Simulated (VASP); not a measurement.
# AgCl (Pm-3m) in VASP: reference runs, part 2 of 2

VASP 6.6.1. Earlier steps stand in the parts before.

### 3 Single point, PBE (atoms moved at random, drawn with an rms of 0.05 Å)

Contents of INCAR:

```
SYSTEM = AgCl
ALGO     = Normal         ! electronic algorithm
EDIFF    = 1E-7           ! SCF threshold, eV
ENCUT    = 520            ! plane-wave cutoff, eV
GGA      = PE             ! functional
ISIF     = 2              ! what is computed and relaxed
ISMEAR   = -1             ! smearing method
LASPH    = .True.         ! aspherical terms in the spheres
LCHARG   = .False.        ! write CHGCAR
LREAL    = .False.        ! projectors in reciprocal space
LWAVE    = .False.        ! write WAVECAR
NBANDS   = 16             ! bands
NELM     = 60             ! most SCF steps
PREC     = Accurate       ! precision mode
SIGMA    = 0.05           ! smearing width, eV
```

Contents of KPOINTS:

```
k-points
0
Gamma
  8 8 8
  0 0 0
```

Contents of POSCAR:

```
AgCl
1.0
    3.4339730000      0.0000000000      0.0000000000
    0.0000000000      3.4339730000      0.0000000000
    0.0000000000      0.0000000000      3.4339730000
Ag Cl
1 1
Direct
   -0.0176680000     -0.0126250000     -0.0069050000
    0.5079760000      0.5047360000      0.5045640000
```

Potentials or basis: VASP PAW PBE potentials, release 64 (Ag, Cl).

On the command line:

```sh
$ cat potpaw_PBE.64/Ag/POTCAR potpaw_PBE.64/Cl/POTCAR > POTCAR
$ mpirun -np 1 vasp_std > vasp.out
```

OUTCAR:

```text
SYSTEM = AgCl
   EDIFF = 1E-7
   ENCUT = 520
   GGA = PE
   ISIF = 2
   ISMEAR = -1
   LASPH = .True.
   LREAL = .False.
   NELM = 60
   PREC = Accurate

 ion  position               nearest neighbor table
   1  0.982  0.987  0.993-   2 2.87   2 2.91   2 2.94   2 2.97   2 2.98   2 3.01   2 3.04   2 3.08

   2  0.508  0.505  0.505-   1 2.87   1 2.91   1 2.94   1 2.97   1 2.98   1 3.01   1 3.04   1 3.08

  LATTYP: Found a simple cubic cell.
 ALAT       =     3.4339730000

  Lattice vectors:

 A1 = (   3.4339730000,   0.0000000000,   0.0000000000)
 A2 = (   0.0000000000,   3.4339730000,   0.0000000000)
 A3 = (   0.0000000000,   0.0000000000,   3.4339730000)

Analysis of symmetry for initial positions (statically):
=====================================================================
 Subroutine PRICEL returns:
 Original cell was already a primitive cell.

 Routine SETGRP: Setting up the symmetry group for a
 simple cubic supercell.

 Subroutine GETGRP returns: Found  1 space group operations
 (whereof  1 operations were pure point group operations)
 out of a pool of 48 trial point group operations.

The static configuration has the point symmetry C_1 .

Analysis of symmetry for dynamics (positions and initial velocities):
=====================================================================
 Subroutine PRICEL returns:
 Original cell was already a primitive cell.

 Routine SETGRP: Setting up the symmetry group for a
 simple cubic supercell.

 Subroutine GETGRP returns: Found  1 space group operations
 (whereof  1 operations were pure point group operations)
 out of a pool of 48 trial point group operations.

The dynamic configuration has the point symmetry C_1 .

 Subroutine INISYM returns: Found  1 space group operations
 (whereof  1 operations are pure point group operations),
 and found     1 'primitive' translations

----------------------------------------------------------------------------------------

                                     Primitive cell

  volume of cell :      40.4940

  direct lattice vectors                    reciprocal lattice vectors
     3.433973000  0.000000000  0.000000000     0.291207881  0.000000000  0.000000000
     0.000000000  3.433973000  0.000000000     0.000000000  0.291207881  0.000000000
     0.000000000  0.000000000  3.433973000     0.000000000  0.000000000  0.291207881

  length of vectors
     3.433973000  3.433973000  3.433973000     0.291207881  0.291207881  0.291207881

  position of ions in fractional coordinates (direct lattice)
     0.982332000  0.987375000  0.993095000
     0.507976000  0.504736000  0.504564000

  ion indices of the primitive-cell ions
   primitive index   ion index
                 1           1
                 2           2

----------------------------------------------------------------------------------------

 KPOINTS: k-points

Automatic generation of k-mesh.
 Grid dimensions read from file:
 generate k-points for:    8    8    8

 Generating k-lattice:

  Cartesian coordinates                     Fractional coordinates (reciprocal lattice)
     0.036400985  0.000000000  0.000000000     0.125000000  0.000000000  0.000000000
     0.000000000  0.036400985  0.000000000     0.000000000  0.125000000  0.000000000
     0.000000000  0.000000000  0.036400985     0.000000000  0.000000000  0.125000000

  Length of vectors
     0.036400985  0.036400985  0.036400985

  Shift w.r.t. Gamma in fractional coordinates (k-lattice)
     0.000000000  0.000000000  0.000000000

 Subroutine IBZKPT returns following result:
 ===========================================

 Found    260 irreducible k-points:

 Following reciprocal coordinates:
            Coordinates               Weight
  0.000000  0.000000  0.000000      1.000000
  0.125000  0.000000  0.000000      2.000000
  0.000000  0.125000  0.000000      2.000000
  0.000000  0.000000  0.125000      2.000000
  0.250000  0.000000  0.000000      2.000000
  0.000000  0.250000  0.000000      2.000000
[... 42 lines left out ...]
  0.000000  0.125000  0.500000      2.000000
  0.250000  0.250000  0.000000      2.000000
 [... further k-points ...]
   k-points           NKPTS =    260   k-points in BZ     NKDIM =    260   number of bands    NBANDS=     16
   number of dos      NEDOS =    301   number of ions     NIONS =      2
   total plane-waves  NPLWV =  21952
   dimension x,y,z NGX =    28 NGY =   28 NGZ =   28
   dimension x,y,z NGXF=    56 NGYF=   56 NGZF=   56
   ions per type =               1   1
   NGX,Y,Z   is equivalent  to a cutoff of  13.56, 13.56, 13.56 a.u.
   NGXF,Y,Z  is equivalent  to a cutoff of  27.11, 27.11, 27.11 a.u.
 SYSTEM =  AgCl
   PREC   = accura    normal or accurate (medium, high low for compatibility)
   ISTART =      0    job   : 0-new  1-cont  2-samecut
   ICHARG =      2    charge: 1-file 2-atom 10-const
   ISPIN  =      1    spin polarized calculation?
   LNONCOLLINEAR =      F non collinear calculations
   LSORBIT =      F    spin-orbit coupling
   LASPH  =      T    aspherical Exc in radial PAW
   ENCUT  =  520.0 eV  38.22 Ry    6.18 a.u.   6.38  6.38  6.38*2*pi/ulx,y,z
   NELM   =     60;   NELMIN=  2; NELMDL= -5     # of ELM steps
   EDIFF  = 0.1E-06   stopping-criterion for ELM
   LREAL  =      F    real-space projection
   EDIFFG = 0.1E-05   stopping-criterion for IOM
   NSW    =      0    number of steps for IOM
   IBRION =     -1    ionic relax: 0-MD 1-quasi-New 2-CG
   NFREE  =      0    steps in history (QN), initial steepest desc. (CG)
   ISIF   =      2    stress and relaxation
   ISYM   =      2    0-nonsym 1-usesym 2-fastsym
   POTIM  = 0.5000    time-step for ionic-motion
   TEBEG  =    0.0;   TEEND  =   0.0 temperature during run
   PSTRESS=    0.0 pullay stress
   NELECT =      18.0000    total number of electrons
   NUPDOWN=      -1.0000    fix difference up-down
   EMIN   =  10.00;   EMAX   =-10.00  energy-range for DOS
   EFERMI =   0.00;   METHOD = LEGACY
   ISMEAR =    -1;   SIGMA  =   0.05  broadening in eV -4-tet -1-fermi 0-gaus
   EFERMI_NEDOS =   21; number of points for ismear=-14 and -15
   IALGO  =     38    algorithm
   IMIX   =      4    mixing-type and parameters
     AMIX     =   0.40;   BMIX     =  1.00
     AMIX_MAG =   1.60;   BMIX_MAG =  1.00
  volume/ion in A,a.u.               =      20.25       136.63
  Fermi-wavevector in a.u.,A,eV,Ry     =   1.249402  2.361027 21.238760  1.561005
  Thomas-Fermi vector in A             =   2.383444
   LORBIT       =      0    0 simple, 1 ext, 2 COOP (PROOUT), +10 PAW based schemes
   GGA     = PE    functional components
   LHFCALC =     F    Hartree Fock is set to
   AEXX    =    0.0000 exact exchange contribution
   IVDW    =     0    specifies the selected vdW correction
   LEPSILON=     F    determine dielectric tensor
   LRPA    =     F    only Hartree local field effects (RPA)
 non-spin polarized calculation
  energy-cutoff  :      520.00
  volume of cell :       40.49
 maximum number of plane-waves:      1110
 NGX is ok and might be reduce to    28
   NGX = 13   NGY = 13   NGZ = 13

 number of electron      18.0000001 magnetization

 Free energy of the ion-electron system (eV)
  ---------------------------------------------------
  ext. energy  EPLUGINS =         0.00000000
  ---------------------------------------------------
  free energy    TOTEN  =        -5.12091614 eV

  energy without entropy =       -5.12088529  energy(sigma->0) =       -5.12090071

 E-fermi :   4.2421     XC(G=0): -10.3814

 val. band max:        3.8921536581   @ k =   0.0000   0.0000   0.5000
 cond. band min:       4.4700497465   @ k =   0.0000   0.0000   0.0000
 fundamental gap:      0.5778960884
 Fermi energy:         4.2420811170

 k-point     1 :       0.0000    0.0000    0.0000
  band No.  band energies     occupation
      1     -10.6913      2.00000
      2       1.1378      2.00000
      3       1.1561      2.00000
      4       2.0102      2.00000
      5       2.0586      2.00000
      6       2.1020      2.00000
[... 8 lines left out ...]
     15      17.6267      0.00000
     16      20.2277      0.00000
[... 723 lines left out ...]
 k-point    40 :       0.3750    0.0000    0.1250
  band No.  band energies     occupation
      1     -10.2580      2.00000
      2      -0.6733      2.00000
      3       0.9883      2.00000
      4       1.1843      2.00000
      5       1.3782      2.00000
      6       2.0889      2.00000
[... 8 lines left out ...]
     15      19.2969      0.00000
     16      19.8295      0.00000

 [... further k-points ...]

------------------------ aborting loop because EDIFF is reached ----------------------------------------

  FORCE on cell =-STRESS in cart. coord.  units (eV):
  Direction    XX          YY          ZZ          XY          YZ          ZX
  --------------------------------------------------------------------------------------
  -------------------------------------------------------------------------------------
  Total       -0.0278344     -0.0201681     -0.0162996      0.0193531      0.0089408      0.0129251
  in kB       -1.1012920     -0.7979661     -0.6449079      0.7657192      0.3537510      0.5113933
  external PRESSURE =      -0.8480554 kB  Pullay stress =       0.0000000 kB

 VOLUME and BASIS-vectors are now :
 -----------------------------------------------------------------------------
  energy-cutoff  :      520.00
  volume of cell :       40.49
      direct lattice vectors                 reciprocal lattice vectors
     3.433973000  0.000000000  0.000000000     0.291207881  0.000000000  0.000000000
     0.000000000  3.433973000  0.000000000     0.000000000  0.291207881  0.000000000
     0.000000000  0.000000000  3.433973000     0.000000000  0.000000000  0.291207881

 POSITION                                       TOTAL-FORCE (eV/Angst)
 -----------------------------------------------------------------------------------
      3.37330      3.39062      3.41026         0.016977      0.012440      0.008656
      1.74438      1.73325      1.73266        -0.016977     -0.012440     -0.008656
 -----------------------------------------------------------------------------------
    total drift:                                0.000006     -0.000061      0.000220

  FREE ENERGIE OF THE ION-ELECTRON SYSTEM (eV)
  ---------------------------------------------------
  free  energy   TOTEN  =        -5.1209161424 eV

  energy  without entropy=       -5.1208852861  energy(sigma->0) =       -5.12090071
```

Wall time 1.8 min (1 thread of Intel Xeon Platinum 8559C (Emerald Rapids), shared host); peak memory 0.28 GiB.

What came out:

```yaml
Free_energy: -5.1209 eV
Pressure: -0.1 GPa
Largest_force: 0.023 eV/Å
Band_gap_on_the_k_mesh: 0.58 eV, indirect (least direct gap 2.00 eV)
```

Forces on the atoms (eV/Å):
```
Ag   0.017  0.012  0.009
Cl  -0.017 -0.012 -0.009
```

A k mesh can miss the band edges.
